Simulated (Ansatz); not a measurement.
What does this script print? It uses Ansatz's Python interface.

Contents of `pbse.xyz`:
```text
4
Lattice="0.0 12.000799 3.125442 3.118151 0.0 3.125442 3.118151 12.000799 0.0" Properties=species:S:1:pos:R:3 pbc="T T T"
Pb    3.11815100    4.62586398    3.11293086
Pb    3.11815100   19.37573402    3.11293086
Se    3.11815100   16.54720569    3.03169124
Se    3.11815100    7.45439231    3.03169124
```

Script `run_bands.py`:
```python
"""Band structure of PbSe."""

import ansatz as az
import numpy as np
from pymatgen.analysis.ewald import EwaldSummation
from pymatgen.core import Structure

crystal = az.Crystal.from_extxyz("pbse.xyz")

# high-symmetry points in fractions of the reciprocal vectors
path = [
    ("G", (0.0, 0.0, 0.0)),
    ("Y", (0.5, 0.0, 0.5)),
    ("C_0", (0.5, 0.48196, 0.98196)),
]
calc = (
    crystal.calculation()
    .occupations("Marzari-Vanderbilt", width=50 * az.meV)
    .functional(az.Functional.LDA)
    .basis(19 * az.Ha)
    .kpoints(6, 6, 6)
    .pseudopotentials("paw")
    .band_structure([point for _, point in path], intervals=6)
    .scf(extra_bands=6)
    .bader_charges()
)
result = calc.run(threads=1)
rep = result.report

print("%-22s %14.5f eV" % ("F = E - TS", rep["free_energy_ev"]))
print("%-22s %14.5f eV" % ("E", rep["internal_energy_ev"]))
print("%-22s %14.5f eV" % ("Harris-Foulkes", rep["harris_foulkes_ev"]))
print("%-22s %14.5f eV" % ("Fermi level", rep["fermi_energy_ev"]))

final = Structure(result.lattice.cell_ang, [s.symbol for s in result.lattice.sites], [s.position_frac for s in result.lattice.sites])
# point charges of the Bader values: a model, not a term of the DFT energy
charges = [a.partial_charge_e for a in result.bader_charges().atoms]
shift = sum(charges) / len(charges)
ionic = final.copy()
ionic.add_oxidation_state_by_site([q - shift for q in charges])
print("Bader charges", [round(q, 3) for q in charges])
print(f"point-charge energy {EwaldSummation(ionic).total_energy / len(ionic):.3f} eV/atom")

bands = result.band_structure()
fermi = bands.fermi_energy_ev
print(f"zero of the bands: {fermi:.3f} eV, the Fermi level found on the SCF mesh")
for spin, channel in enumerate(bands.channels):
    print("channel", spin, "- computed levels within 4 eV of the Fermi level")
    for i, (label, _) in enumerate(path):
        levels = channel.eigenvalues_ev[i * 6] - fermi
        print(f"  {label:3s}", " ".join(f"{e:7.3f}" for e in levels if abs(e) < 4))
```

```console
$ python run_bands.py
F = E - TS               -33972.58648 eV
E                        -33972.58648 eV
Harris-Foulkes           -33972.58648 eV
Fermi level                   2.15364 eV
Bader charges [0.8, 0.8, -0.8, -0.8]
point-charge energy -2.535 eV/atom
zero of the bands: 2.154 eV, the Fermi level found on the SCF mesh
channel 0 - computed levels within 4 eV of the Fermi level
  G    -3.569  -3.035  -3.022  -2.022  -2.012  -1.153   1.394   3.436   3.773
  Y    -3.568  -3.035  -3.022  -2.022  -2.012  -1.155   1.318   3.773   3.938
  C_0  -3.387  -3.370  -2.055  -2.049   2.867   2.914
```

What to keep in mind:
- Total energies depend on the potentials; only differences at equal settings carry meaning.
- The computed bands are complete only to about 2.3 eV above the Fermi level.
- The zero of the levels is a convention of the potentials, so an absolute Fermi energy is no work function.
- In a crystal with a gap the Fermi level's place inside it depends on smearing and mesh.
- This cell is a computed structure, which may not be the phase found in nature.
- Gaps and levels are Kohn-Sham values on a finite set of k-points, without spin-orbit coupling.
- Processor time in the engine: 68 s on 1 thread of Intel(R) Xeon(R) Processor @ 2.30GHz (shared host), peak memory 0.87 GiB.
